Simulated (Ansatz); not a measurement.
Runs of Ansatz 0.2.0 on CdS (Hawleyite). Symmetry: F-43m, No. 216, cubic system. Conventional cell: a = 5.833 Å, b = 5.833 Å, c = 5.833 Å, α = 90.00°, β = 90.00°, γ = 90.00°. Cd (site symmetry -43m) is surrounded by 4 S at 2.53 Å. Around S (site symmetry -43m) lie 4 Cd at 2.53 Å. 

| task | level | cell | k mesh | cutoff (eV) | smearing | gap on the mesh (eV) | pressure (GPa) | relaxed volume (Å³/atom) |
| --- | --- | --- | --- | --- | --- | --- | --- | --- |
| relaxation of cell and atoms | PBE | relaxed | 8 × 8 × 8 | - | fermi-dirac 0.05 eV | 1.04 | 0.0 | 26.03 |
| phonons | PBE | as given | 6 × 6 × 6 | 265 | fermi-dirac 0.05 eV | (a) | - | - |
| single point | PBE | as given | 8 × 8 × 8 | 246 | gaussian 0.022 eV | 1.15 | 2.9 | - |
| single point | PBE | as given | 8 × 8 × 8 | 246 | gaussian 0.025 eV | 1.15 | 2.9 | - |
| relaxation of cell and atoms | BLYP | relaxed | 8 × 8 × 8 | - | fermi-dirac 0.05 eV | (b) | 0.0 | 27.52 |

Alike in all rows: potentials or basis all-electron LAPW, scalar-relativistic; no spin polarisation; basis error allowed 0.001 eV/atom.

Question: Estimate the missing entries.

Answer: (a) 1.14; (b) 0.84.

Caveats: the volume moved by +11 % from the deposited cell, more than functionals usually miss (some runs).

A k mesh can miss the band edges, and the runs leave out spin-orbit coupling on Cd.
